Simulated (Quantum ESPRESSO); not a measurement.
The system is FeO (Wuestite).

```xyz
2
Lattice="0.0000 2.1554 2.1554 2.1554 0.0000 2.1554 2.1554 2.1554 0.0000" Properties=species:S:1:pos:R:3 pbc="T T T"
Fe    0.0000    0.0000    0.0000
O     2.1554    2.1554    2.1554
```

Base run:

| Property | Result |
| --- | --- |
| Program | Quantum ESPRESSO 7.5 |
| Functional | PBE |
| Potentials or basis | GBRV 1.5 PBE |
| Cutoff | 762 eV |
| Density cutoff | 6095 eV |
| k mesh | 11 × 11 × 11 |
| Occupations | fermi-dirac, width 0.05 eV |
| Spin | collinear spin, ferromagnetic start |
| Starting moments | [3.0, 0.0] μB |

Its results: band gap on the k mesh none (metal or under the smearing width); pressure -0.1 GPa; net moment 4.00 μB per cell; site moments Fe +3.46; O +0.32 μB.

The run is repeated on the same cell with these changes: potentials or basis from GBRV 1.5 PBE to SSSP 1.3 efficiency PBE; cutoff from 762 eV to 871 eV; density cutoff from 6095 eV to 10640 eV. What comes out?

Band gap on the k mesh none (metal or under the smearing width); pressure -1.2 GPa; net moment 4.00 μB per cell; site moments Fe +3.45; O +0.32 μB.

Caveats: a cell with one magnetic atom can't hold antiferromagnetic order, which such compounds often take; semilocal functionals often make such compounds metallic where correlation or magnetic order opens a gap, which also shifts bond lengths.
